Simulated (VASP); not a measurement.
## CdSe: equation of state with r2SCAN

CdSe:

```xyz
2
Lattice="0.0000 3.0703 3.0703 3.0703 0.0000 3.0703 3.0703 3.0703 0.0000" Properties=species:S:1:pos:R:3 pbc="T T T"
Cd    0.0000    0.0000    0.0000
Se    1.5351    1.5351    1.5351
```

Measurements of this composition are mostly on another form, of space group No. 186.

```json
{
  "Program": "VASP 6.6.1",
  "Task": "equation of state",
  "Functional": "r2SCAN",
  "Potentials or basis": "VASP PAW PBE potentials, release 64 (Cd, Se)",
  "Cutoff": "520 eV",
  "k mesh": "8 × 8 × 8",
  "Occupations": "fermi-dirac, width 0.05 eV",
  "Spin": "no spin polarisation"
}
```

| Quantity | Value |
| --- | --- |
| Equilibrium volume | 28.98 Å³/atom |
| Bulk modulus | 52 GPa |
| Pressure derivative of the bulk modulus | 4.6 |

Energy against volume, from the lowest point:
| volume (Å³/atom) | energy (meV/atom) |
| --- | --- |
| 27.206 | 19.70 |
| 27.784 | 8.60 |
| 28.363 | 2.20 |
| 28.942 | 0.00 |
| 29.521 | 1.56 |
| 30.100 | 6.47 |
| 30.679 | 14.39 |

All runs of the series together: 11 min on 1 thread of Intel(R) Xeon(R) Platinum 8375C CPU @ 2.90GHz (Ice Lake), on a shared host.

Caveat: the PAW data sets were made with another functional, which shifts forces and pressure a little.
